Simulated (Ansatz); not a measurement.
TiB2:

```
Ti B
1.0
     3.02920    0.00000    0.00000
    -1.51460    2.62336    0.00000
     0.00000    0.00000    3.22840
Ti B
1 2
Direct
  0.00000 0.00000 0.00000
  0.66667 0.33333 0.50000
  0.33333 0.66667 0.50000
```

- Program: Ansatz 0.2.0
- Task: relaxation of cell and atoms
- Functional: revPBE
- Dispersion: D4
- Potentials or basis: Ansatz PAW
- Cutoff: 420 eV (not typed: the program's choice for these potentials)
- k mesh: 10 × 10 × 8
- Occupations: fermi-dirac, width 0.05 eV
- Spin: no spin polarisation

At the start: volume 8.55 Å³/atom.

Q: How do energy, volume and symmetry change on relaxing?

A: It ends after 7 steps and the volume is 8.15 Å³/atom (-4.7 %); space group P6/mmm (No. 191, to 0.05 Å).

Step by step:
| step | energy change (eV) | largest force (eV/Å) | volume (Å³) |
| --- | --- | --- | --- |
| 1 | 0.0000 | 0.0000 | 25.66 |
| 2 | -0.0468 | 0.0000 | 24.69 |
| 3 | -0.0499 | 0.0000 | 24.41 |
| 4 | -0.0500 | 0.0000 | 24.45 |
| 5 | -0.0487 | 0.0000 | 24.45 |
| 6 | -0.0487 | 0.0000 | 24.45 |
| 7 | -0.0487 | 0.0000 | 24.45 |

Final structure:
```
Ti B
1.0
     2.99910    0.00000    0.00000
    -1.49955    2.59729    0.00000
     0.00000    0.00000    3.13883
Ti B
1 2
Cartesian
  0.0000 0.0000 0.0000
  1.4995 0.8658 1.5694
  0.0000 1.7315 1.5694
```

Caveat: the plane-wave basis is chosen anew once the cell has moved, so the energies of steps on either side of that aren't comparable; the PAW data sets come from PBE, with cores solved anew for the run's functional, which leaves a small shift of forces and pressure.
